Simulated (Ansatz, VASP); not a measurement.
# Y: VASP beside Ansatz

```
Y
1.0
     0.00000    3.51897    3.51897
     3.51897    0.00000    3.51897
     3.51897    3.51897    0.00000
Y
2
Cartesian
  0.0000 0.0000 0.0000
  1.7595 1.7595 1.7595
```

Alike in both runs: functional PBE; k mesh 9 × 9 × 9; occupations fermi-dirac, width 0.05 eV; no spin polarisation.

Ansatz relaxed the structure, and its values are those at the end. VASP's run is a single point on that final structure, the one shown.

|  | VASP | Ansatz |
| --- | --- | --- |
| version | VASP 6.6.1 | Ansatz 0.2.0 |
| potentials or method | VASP PAW PBE potentials, release 64 (Y_sv) | PAW with Ansatz's default frozen-core files, scalar-relativistic |
| plane-wave cutoff (eV) | 520 | 420 |
| valence electrons in the cell | 22 | 22 |

|  | VASP | Ansatz | Ansatz less VASP |
| --- | --- | --- | --- |
| pressure (GPa) | 0.0 | 0.0 | -0.02 |
